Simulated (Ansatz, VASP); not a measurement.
# GaSi63H (Ga-H pair in Si) in two plane-wave programs, part 2 of 2

Wanted: the spread between two codes on one cell, functional and k mesh. The cell is taken from a series of runs on this material, whose earlier steps may have relaxed, scaled, displaced or heated it; both programs get it as it stands.

VASP 6.6.1 and Ansatz 0.2.0.

So far. Step 2 (VASP: single point, HSE06): The run ends at a pressure of 0.27 GPa, with forces up to 15 eV/Å.

## 3. Ansatz: single point, HSE06

Level of this step: Ansatz beside VASP: Kohn-Sham DFT, plane waves, HSE06 (Ansatz).

Ansatz runs on its default PAW (the set named soft_2) files.

The same cell, functional, mesh and smearing now go to Ansatz.

input.yaml

```yaml
crystal:
  lattice:
    - [10.93956649, 0.0, 0.0]
    - [0.0, 10.93956649, 0.0]
    - [0.0, 0.0, 10.93956649]
  atoms:
    - { symbol: Si, position: [-0.002704964, -0.002766576, 0.248934226] }
    - { symbol: Si, position: [-0.002941107, 0.249128327, -0.003283956] }
    - { symbol: Si, position: [0.249770002, -0.000953554, -0.001249628] }
    - { symbol: Si, position: [0.231313157, 0.233333593, 0.232824999] }
    - { symbol: Si, position: [0.119558384, 0.119626695, 0.375806687] }
    - { symbol: Si, position: [0.119273892, 0.375972222, 0.119016169] }
    - { symbol: Si, position: [0.377020645, 0.121901965, 0.121583171] }
    - { symbol: Ga, position: [0.402414464, 0.401269618, 0.401129218] }
    - { symbol: Si, position: [0.000118367, -7.4348e-05, 0.749385489] }
    - { symbol: Si, position: [-0.000188535, 0.250818309, 0.499887305] }
    - { symbol: Si, position: [0.250598547, -0.000428133, 0.499809824] }
    - { symbol: Si, position: [0.250255992, 0.250226945, 0.749489637] }
    - { symbol: Si, position: [0.125090613, 0.124934609, 0.8740226] }
    - { symbol: Si, position: [0.12461799, 0.375833676, 0.625734909] }
    - { symbol: Si, position: [0.375469248, 0.123926503, 0.626037046] }
    - { symbol: Si, position: [0.37520142, 0.375251787, 0.874248678] }
    - { symbol: Si, position: [-0.000191056, 0.500108272, 0.250444234] }
    - { symbol: Si, position: [0.000137954, 0.749727141, -0.000327819] }
    - { symbol: Si, position: [0.250555228, 0.500056081, -0.000718482] }
    - { symbol: Si, position: [0.250267345, 0.749762941, 0.249960104] }
    - { symbol: Si, position: [0.124637055, 0.625936169, 0.375493234] }
    - { symbol: Si, position: [0.125132635, 0.874365823, 0.124700211] }
    - { symbol: Si, position: [0.375466934, 0.62619943, 0.123748799] }
    - { symbol: Si, position: [0.37521069, 0.874548826, 0.374961033] }
    - { symbol: Si, position: [-0.000314915, 0.499903531, 0.749975439] }
    - { symbol: Si, position: [-0.000305008, 0.750190114, 0.499569461] }
    - { symbol: Si, position: [0.24639275, 0.507457656, 0.507202251] }
    - { symbol: Si, position: [0.25013639, 0.752744142, 0.752407773] }
    - { symbol: Si, position: [0.125127743, 0.625137554, 0.874667056] }
    - { symbol: Si, position: [0.125092174, 0.874938432, 0.624778677] }
    - { symbol: Si, position: [0.374492053, 0.629163472, 0.62886359] }
    - { symbol: Si, position: [0.375623512, 0.875903629, 0.875667795] }
    - { symbol: Si, position: [0.500534248, -0.000315444, 0.250904433] }
    - { symbol: Si, position: [0.500552893, 0.25123483, -0.000593574] }
    - { symbol: Si, position: [0.749418806, -0.000145085, -0.000426063] }
    - { symbol: Si, position: [0.749888532, 0.25017273, 0.249892754] }
    - { symbol: Si, position: [0.626895192, 0.123799479, 0.375576145] }
    - { symbol: Si, position: [0.626876113, 0.375912092, 0.123581231] }
    - { symbol: Si, position: [0.874024596, 0.124753135, 0.124495355] }
    - { symbol: Si, position: [0.874659585, 0.37513917, 0.374834356] }
    - { symbol: Si, position: [0.499870386, -0.000474731, 0.75037919] }
    - { symbol: Si, position: [0.506933347, 0.244563653, 0.506451183] }
    - { symbol: Si, position: [0.751137642, -0.000538495, 0.499966757] }
    - { symbol: Si, position: [0.751604991, 0.250410569, 0.751494419] }
    - { symbol: Si, position: [0.625012027, 0.125208712, 0.874689895] }
    - { symbol: Si, position: [0.627926288, 0.374208398, 0.627648705] }
    - { symbol: Si, position: [0.875232034, 0.125427519, 0.625116134] }
    - { symbol: Si, position: [0.874894428, 0.375833012, 0.874289568] }
    - { symbol: Si, position: [0.507021567, 0.506771546, 0.24449994] }
    - { symbol: Si, position: [0.499825606, 0.750550317, -0.000725185] }
    - { symbol: Si, position: [0.751101402, 0.500274006, -0.000818152] }
    - { symbol: Si, position: [0.751714137, 0.751939255, 0.250073051] }
    - { symbol: Si, position: [0.628063515, 0.628097033, 0.373926482] }
    - { symbol: Si, position: [0.624967806, 0.874973429, 0.124869191] }
    - { symbol: Si, position: [0.87523925, 0.62542488, 0.1251283] }
    - { symbol: Si, position: [0.875052451, 0.874685685, 0.375529613] }
    - { symbol: Si, position: [0.500402099, 0.500423132, 0.74981085] }
    - { symbol: Si, position: [0.500431232, 0.75014052, 0.500148843] }
    - { symbol: Si, position: [0.749937586, 0.500196361, 0.499884088] }
    - { symbol: Si, position: [0.750140195, 0.750084052, 0.749796343] }
    - { symbol: Si, position: [0.625250388, 0.625164817, 0.874943727] }
    - { symbol: Si, position: [0.62527437, 0.875258599, 0.624903217] }
    - { symbol: Si, position: [0.875081502, 0.625016683, 0.624745821] }
    - { symbol: Si, position: [0.875129012, 0.875080392, 0.874787356] }
    - { symbol: H, position: [0.279109775, 0.298698598, 0.296308227] }
basis:
  ecutwfc: 420
  xc_grid: 2
hamiltonian:
  xc: hse06
kpoints:
  mp_grid: { grid: [1, 1, 1] }
scf:
  occupations: { method: fermi_dirac, width: 0.01 }
  max_iter: 120
output:
  forces: true
checkpoint:
  read: "../relax.run"
```

Run with:

```sh
$ ansatz run input.yaml --threads 4 --pin off --max-ram 7536MiB --backend cpu --events-out ev --progress --plain --runs-dir out
```

Numbers of over 12 decimals in the logs are rounded to 6 here.

What it wrote:

```text
Warning: checkpoint.read: the run can stay near the saved state's solution: 2 site(s) moved relative to the saved geometry (max |Δs| = 1.953e-2 fractional); the SCF starts from the saved state under `checkpoint.density_extrapolation: transplant`, in force with no word given; its orbitals are not used off its sites. A run without `checkpoint.read` takes nothing of the state. A lower free energy from it at the same positions (and U, V and field ramp, if any) shows a solution that this start missed, and an equal or higher one rules none out (checkpoint.read, Limitations, in the input reference)
exact exchange: scf.exx.singularity resolves to wigner_seitz, which cuts the screened interaction at the faces of the exchange supercell's Wigner-Seitz cell, so that each pair interacts once, at the shortest of its separations (the periodic images that this leaves out come, for a point-like exchange hole, to about 0.003 eV on a filled level). The cut falls within the interaction's reach, and what an exchange supercel [...]
Engine: ansatz 0.2.0, aarch64-unknown-linux-gnu
Pseudopotentials: kind: paw
Pseudopotential: Si, paw, valence charge 4, recommended cutoff 420 eV (normal), Si.paw.azcp
Pseudopotential: Ga, paw, valence charge 13, recommended cutoff 420 eV (normal), Ga.paw.azcp
Pseudopotential: H, paw, valence charge 1, recommended cutoff 420 eV (normal), H.paw.azcp
Functional definition: HSE06
  parameter a = 0.25
  parameter omega = 0.11/bohr
  exchange = pbe_x - a*pbe_x_sr(omega) + a*exact_x_sr(omega)
  correlation = pbe_c
Crystal: 65 atoms, lattice volume = 1309.183 Å³
Basis set: ecut = 420 eV, 25677 PW (Γ), exchange–correlation on 150×150×150 points (8 copies of the dense FFT grid, shifted against one another)
Bands: 198, of which v1, the nominal top of the filled ones, is band 133 counted from 1 (132 counted from 0)
Symmetry: 1 space group operations
Space group: P1 (ITA 1), of the structure as read, at distance tolerance 1.1e-4 Å
k-points: 1
Non-local potential: Si, projectors of the file, l = 0: 2, l = 1: 2, l = 2: 2
Non-local potential: Ga, projectors of the file, l = 0: 2, l = 1: 2, l = 2: 3, l = 3: 1
Non-local potential: H, projectors of the file, l = 0: 2, l = 1: 1
PAW form: soft (Blöchl's): semilocal exchange-correlation on the pseudo side does not see the compensation charge
PAW frozen core: Si, regenerated for the run's functional, and the local potential with it (the file was generated under x = pbe(κ = 0.804, μ = 0.219515), c = pbe(β = 0.066725))
PAW frozen core: Ga, regenerated for the run's functional, and the local potential with it (the file was generated under x = pbe(κ = 0.804, μ = 0.219515), c = pbe(β = 0.066725))
PAW one-centre angular grid: Si, 110 points (default); XC on 64 Gauss nodes
PAW one-centre angular grid: Ga, 590 points (default); XC on 64 Gauss nodes
PAW one-centre angular grid: H, 110 points (default); XC on 64 Gauss nodes
Initial density: read from a saved state, or passed on in memory by an earlier SCF of this step, an earlier step, the calling program or the single point that the run made first, carried with its atoms to this geometry
Initial wavefunctions: pseudopotential atomic-orbital guess
Functional: x = pbe(κ = 0.804, μ = 0.219515), c = pbe(β = 0.066725), warm-up for x = pbe(κ = 0.804, μ = 0.219515) + 0.25 (exact − pbe) at short range (hse, ω = 0.207870 Å⁻¹), c = pbe(β = 0.066725); HSE06 as pw.x's `hse` composes it (authors' and Libxc's form: `xc: wpbeh`)
iter 1 solved again at ethr=4.34e-4 eV; its pass at ethr=1.00e-1 eV (dr2=1.15e0 eV) is discarded
SCF iter   1: F=—  HF=-43845.334364 eV  |F-HF|=—  |Δ(HF+E_count)|=         —  Δρ=1.11e-2  dr2=1.16e0  ethr=4.34e-4  ⟨swp⟩=17.0  Hψ=1675  notcnv=0  reapply=1
preconditioner: auto → none  [insulator: Δε(μ)=0.582 eV  Ē_g=8.207 eV  σ=0.010 eV  W_gap=1.00  n_scr=202 (ndim 8)  ℏωp=16.7 eV  f_vac=0.000  D(μ)=0.00/eV (n_scr^D=0)]
[...]
SCF iter   3: F=—  HF=-43876.726659 eV  |F-HF|=—  |Δ(HF+E_count)|=   1.04e-1  Δρ=8.68e-4  dr2=2.02e-2  ethr=4.10e-8  ⟨swp⟩=5.0  Hψ=894  notcnv=0
SCF iter   4: F=—  HF=-43876.726996 eV  |F-HF|=—  |Δ(HF+E_count)|=   3.37e-4  Δρ=4.10e-4  dr2=2.86e-2  ethr=4.10e-8  ⟨swp⟩=5.0  Hψ=846  notcnv=0
SCF iter   5: F=—  HF=-43876.721739 eV  |F-HF|=—  |Δ(HF+E_count)|=   5.26e-3  Δρ=1.18e-4  dr2=1.35e-3  ethr=4.10e-8  ⟨swp⟩=5.0  Hψ=744  notcnv=0
SCF iter   6: F=—  HF=-43876.721542 eV  |F-HF|=—  |Δ(HF+E_count)|=   1.98e-4  Δρ=5.57e-5  dr2=4.75e-4  ethr=4.10e-8  ⟨swp⟩=4.0  Hψ=489  notcnv=0
SCF iter   7: F=—  HF=-43876.724485 eV  |F-HF|=—  |Δ(HF+E_count)|=   2.94e-3  Δρ=1.09e-4  dr2=1.99e-4  ethr=4.10e-8  ⟨swp⟩=5.0  Hψ=624  notcnv=0
SCF iter   8: F=-43876.724416 eV  HF=-43876.724422 eV  |F-HF|=5.77e-6  |Δ(HF+E_count)|=   6.34e-5  Δρ=1.79e-5  dr2=1.32e-5  ethr=4.10e-8  ⟨swp⟩=4.0  Hψ=398  notcnv=0
SCF 2 stopped early in 8 iterations: F = -43876.724416 eV  dr2 = 1.32e-5
  Residual-converged pass: ⟨swp⟩=4.0  Hψ=572  notcnv=0  max |occ|·‖R‖ = 6.0e-6 eV (tolerance 6.7e-6 eV)  dr2=1.32e-5  dr2_onsite=3.78e-7  max |Δocc| = 0.0e0
  greatest PAW one-centre occupation: 0.995 electrons in one spin orbital (limit 2), on the Ga atom at site 7 (counted from 0), in its partial waves of l = 2
hybrid outer 1: dexx = +1.263e-1 eV, tail = 7.59e-5 eV
Exchange kernel: α = 0.2500, screened, ω = 0.2079 Å⁻¹, Wigner–Seitz truncation, v(0) = 945.9129 eV·Å³, q-mesh 1×1×1, nearest image of the exchange supercell L = 10.94 Å, pair-density grid 48×48×48, without the augmentation charges, whose exchange is taken in its separable form (sized by the pseudopotential files, 75×75×75 at the most)
Frozen-core exchange: fock
SCF iter   1: F=—  HF=-43876.722964 eV  |F-HF|=—  |Δ(HF+E_count)|=         —  Δρ=1.80e-5  dr2=1.69e-5  ethr=1.43e-7  ⟨swp⟩=8.0  Hψ=560  notcnv=0
preconditioner: auto → none  [insulator: Δε(μ)=1.201 eV  Ē_g=9.142 eV  σ=0.010 eV  W_gap=1.00  n_scr=202 (ndim 8)  ℏωp=16.4 eV  f_vac=0.000  D(μ)=0.00/eV (n_scr^D=0)]
SCF iter   2: F=—  HF=-43876.722960 eV  |F-HF|=—  |Δ(HF+E_count)|=   3.30e-6  Δρ=4.52e-6  dr2=1.52e-6  ethr=6.01e-9  ⟨swp⟩=3.0  Hψ=375  notcnv=0
SCF iter   3: F=—  HF=-43876.722962 eV  |F-HF|=—  |Δ(HF+E_count)|=   1.85e-6  Δρ=4.44e-6  dr2=4.64e-7  ethr=4.76e-10  ⟨swp⟩=6.0  Hψ=496  notcnv=0
SCF iter   4: F=—  HF=-43876.722962 eV  |F-HF|=—  |Δ(HF+E_count)|=   1.01e-7  Δρ=1.38e-6  dr2=4.77e-8  ethr=1.61e-10  ⟨swp⟩=4.0  Hψ=343  notcnv=0
SCF iter   5: F=-43876.722962 eV  HF=-43876.722962 eV  |F-HF|=3.74e-8  |Δ(HF+E_count)|=   1.06e-7  Δρ=7.65e-7  dr2=4.16e-8  ethr=1.19e-11  ⟨swp⟩=7.0  Hψ=618  notcnv=0
SCF 3 converged in 5 iterations: F = -43876.722962 eV  dr2 = 4.16e-8
  Residual-converged pass: ⟨swp⟩=3.0  Hψ=302  notcnv=0  max |occ|·‖R‖ = 3.6e-6 eV (tolerance 3.8e-6 eV)  dr2=4.16e-8  dr2_onsite=5.64e-10  max |Δocc| = 0.0e0
hybrid outer 2: dexx = +2.451e-6 eV, tail = 9.05e-8 eV, Δε = 2.16e-3 eV (about 1.08e-4 eV left of the loop's levels), ΔF = 5.43e-3 eV/Å (tail 4.42e-4)
hybrid SCF converged: 2 outer / 13 inner (+6 warm-up), last move |dexx| = 2.45e-6 eV, tail = 9.05e-8 eV
Stability not checked: this state was not tested for a lower state beside it, because the functional holds exact exchange (a hybrid, or Hartree-Fock), whose exchange loop this test does not read (fock_operator; see scf.lower_state_search)
Free energy (F): -43876.722962 eV
Frozen-core exchange: fock
Harris-Foulkes:  -43876.722962 eV  (|F-HF|=3.74e-8)
Internal energy: -43876.722962 eV  (E = F + TS)
E sigma→0 (E₀):  -43876.722962 eV
Fermi energy:    6.363854 eV
--- Per-component energies (eV) ---
  E_band       = -54.802650
  E_kinetic    = 2690.612669
  E_local      = -4584.435982  (includes V_loc(G=0)·N_el)
  E_nonlocal   = 2016.628010
  E_hartree    = 1827.973290
  E_xc         = -2896.308666
  E_vxc        = -2460.401560  (∫ρ·V_xc dr)
  E_exx        = -402.680977  (= α·E_x^exact, valence–valence)
  E_paw        = -34575.914141  (= ΣΔE_a)
  E_vpaw       = -567.784748  (= ΣTr[D̂ρ^β])
  E_aug_tail   = -0.001540  (compensation charges beyond the density's cutoff)
  E_ewald      = -7948.983543
  E_core_change = -3.612083  (= ΣΔE_core)
  E_smearing   = -0.000000  (= −TS)
  E_closure    = 0.000001  (closes the sum)
  Σ components = -43876.722962   (vs F -43876.722962, Δ=0.00e0)
--- Forces (eV/Å), atoms counted from 1 ---
  atom   1  Si    -0.02384406    -0.02435408     0.08418219
  atom   2  Si    -0.02469539     0.08701936    -0.02427099
  atom   3  Si     0.06113434    -0.01757376    -0.01679997
  atom   4  Si    -6.66079901    -8.95705590    -8.70966833
  atom   5  Si    -0.07409709    -0.07889010    -0.10232179
  atom   6  Si    -0.08097676    -0.10584052    -0.08684413
  atom   7  Si    -0.07018307    -0.01292710    -0.01410355
  atom   8  Ga    -0.18452134    -0.10829152    -0.11644717
  atom   9  Si     0.00291808     0.00142810     0.01093691
  atom  10  Si     0.00652575    -0.00607472    -0.01346569
  atom  11  Si    -0.00950460     0.00476146    -0.01206252
  atom  12  Si     0.00208244     0.00306261     0.00055094
  atom  13  Si    -0.00583985    -0.00161026     0.01126541
  atom  14  Si    -0.01146855    -0.00954233     0.01038188
  atom  15  Si    -0.00912722    -0.00869234     0.00878020
  atom  16  Si    -0.00173424    -0.00102139     0.00285210
  atom  17  Si     0.00659511    -0.01314086    -0.00701041
  atom  18  Si     0.00326075     0.01101339     0.00119116
  atom  19  Si    -0.00953691    -0.01212551     0.00517436
  atom  20  Si     0.00247696     0.00010620     0.00200580
  atom  21  Si    -0.01130274     0.01088614    -0.00886868
  atom  22  Si    -0.00688727     0.01043147    -0.00265513
  atom  23  Si    -0.00929374     0.00926386    -0.00896208
  atom  24  Si    -0.00158595     0.00182895    -0.00019414
[...]
atom  58  Si    -0.00571026     0.01175125    -0.00858161
  atom  59  Si     0.00990128    -0.00657004    -0.00625968
  atom  60  Si     0.00031325    -0.00030244     0.00028967
  atom  61  Si     0.00244807     0.00302234     0.00715239
  atom  62  Si     0.00168946     0.00702914     0.00228512
  atom  63  Si     0.00813926     0.00204854     0.00174217
  atom  64  Si     0.00042773     0.00140981     0.00235726
  atom  65  H      7.31679242     9.50043921     9.26666169
  max |Σ_I F_I| component: 3.69e-5 eV/Å
--- Band table (eV) ---
  k-point 0: bands = [... 129 lower, 4.7947, 5.6453, 5.7598, 5.7602, 6.9608]
  guard bands above this table: 64 of the run's 198 bands. The solve was not asked for them (output.publish_guard_bands: true or output.eigenvalues: true publishes all)
```

In the SCF lines HF is the Harris–Foulkes energy and dr2 the Hartree energy of the density residual, in eV; the loop may stop once dr2 is under the threshold and the program's other checks hold. Hψ counts applications of the Hamiltonian.

## 4. Side by side

Known differences besides the potentials themselves: exact exchange at q = 0 is treated differently, which shows on coarse meshes; VASP keeps PBE cores, Ansatz makes them for the functional; the cutoff is 420 eV in Ansatz and 400 eV in VASP (PREC = Accurate, projectors in real space); VASP takes a coarser grid for exact exchange (PRECFOCK = Fast). Total energies have different zeros and are not compared.

Compared:

```
              quantity  Ansatz   VASP  difference
gap on the k mesh (eV)   1.201  1.220      -0.020
```

Forces on 7 of the 65 atoms, those with the largest forces and the largest differences (eV/Å; atoms numbered as in POSCAR):

```
atom          Ansatz x, y, z            VASP x, y, z
 Si4  -6.661, -8.957, -8.710  -6.559, -8.815, -8.573
 Si5  -0.074, -0.079, -0.102  -0.076, -0.083, -0.110
 Si6  -0.081, -0.106, -0.087  -0.082, -0.113, -0.091
Si26  -0.099, -0.100, -0.100  -0.098, -0.096, -0.097
Si48  -0.083, -0.082, -0.095  -0.078, -0.079, -0.095
Ga64  -0.185, -0.108, -0.116  -0.185, -0.110, -0.118
 H65     7.317, 9.500, 9.267     7.201, 9.432, 9.189
```

The forces differ by 20 meV/Å r.m.s., which is 1.3 % of the r.m.s. force of 1.467 eV/Å (both taken over all components). A gap on the mesh is an upper bound, since the band edges may lie between its points.

## 5. Results

| Quantity | Value |
| --- | --- |
| r.m.s. force difference (single point, HSE06) | 1.3 % of the r.m.s. force |

What this shows: The r.m.s. force difference is 1.3 % of the r.m.s. force (single point, HSE06), within the 3 % picked in this series as the mark of a large difference. How closely two codes agree says nothing of how well the functional describes the real material.

[Lines on the potential files, build, host, timing and source positions are cut from VASP's logs without a mark.]

[Logs are printed without paths, hosts, clocks, repeated set-up lines and the standing remarks that a program may print on its own settings, such as how far it seeks lower states.]

[Hosts, paths, dates, database ids (printed as entryN), source tags and the programs' standing remarks are cut or masked in the printed files.]
